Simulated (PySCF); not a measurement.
Simulated outer-valence photoelectron spectrum of `CCCS` (C3H8S). Theory: EOM-IP-CCSD/aug-cc-pVDZ in PySCF, restricted Hartree–Fock reference, 8 core orbitals frozen, non-relativistic, gas phase, PBE0-D3(BJ)/def2-SVP geometry.

Each root has a Gaussian of 0.6 eV full width with its one-hole share as area; cross sections and vibrations are left out, and the highest printed point is 100.

```tsv
ionisation energy (eV)	intensity
8.2	0
8.4	2
8.6	12
8.8	35
9.0	57
9.2	50
9.4	24
9.6	6
9.8	1
10.0	0
10.2	0
10.4	0
10.6	1
10.8	5
11.0	21
11.2	47
11.4	58
11.6	43
11.8	37
12.0	65
12.2	100
12.4	99
12.6	67
12.8	51
13.0	59
13.2	54
13.4	34
13.6	31
13.8	55
14.0	80
14.2	85
14.4	70
14.6	46
14.8	42
15.0	56
15.2	53
15.4	28
15.6	8
15.8	1
```

Q: Where are the maxima, and how many lines lie under the curve?

A: 6 maxima, at 9.1, 11.4, 12.3, 13.1, 14.2 and 15.1 eV, from 8 lines. At this width some lines have no maximum of their own.

Q: List the lines with their holes.

A: 
```json
{"E (eV)": "9.06", "leading hole (HF orbital)": "HOMO", "area": "0.96", "Koopmans (eV)": "9.63"}
{"E (eV)": "11.37", "leading hole (HF orbital)": "HOMO-1", "area": "0.96", "Koopmans (eV)": "12.08"}
{"E (eV)": "12.17", "leading hole (HF orbital)": "HOMO-2", "area": "0.96", "Koopmans (eV)": "13.02"}
{"E (eV)": "12.41", "leading hole (HF orbital)": "HOMO-3", "area": "0.96", "Koopmans (eV)": "13.38"}
{"E (eV)": "13.09", "leading hole (HF orbital)": "HOMO-4", "area": "0.95", "Koopmans (eV)": "13.96"}
{"E (eV)": "13.95", "leading hole (HF orbital)": "HOMO-5", "area": "0.95", "Koopmans (eV)": "15.13"}
{"E (eV)": "14.34", "leading hole (HF orbital)": "HOMO-6", "area": "0.95", "Koopmans (eV)": "15.41"}
{"E (eV)": "15.09", "leading hole (HF orbital)": "HOMO-7", "area": "0.95", "Koopmans (eV)": "16.20"}
```

The widest gap, 2.31 eV, lies between 9.06 and 11.37 eV. Only orbitals with −ε under 21 eV, eight at most, were ionised, so the high end of the curve may lack lines.

The values belong to the conformer `[CH3:1][CH2:2][CH2:3][SH:4]`: C1–C2–C3–S4 -177°, H–S4–C3–C2 -64°.
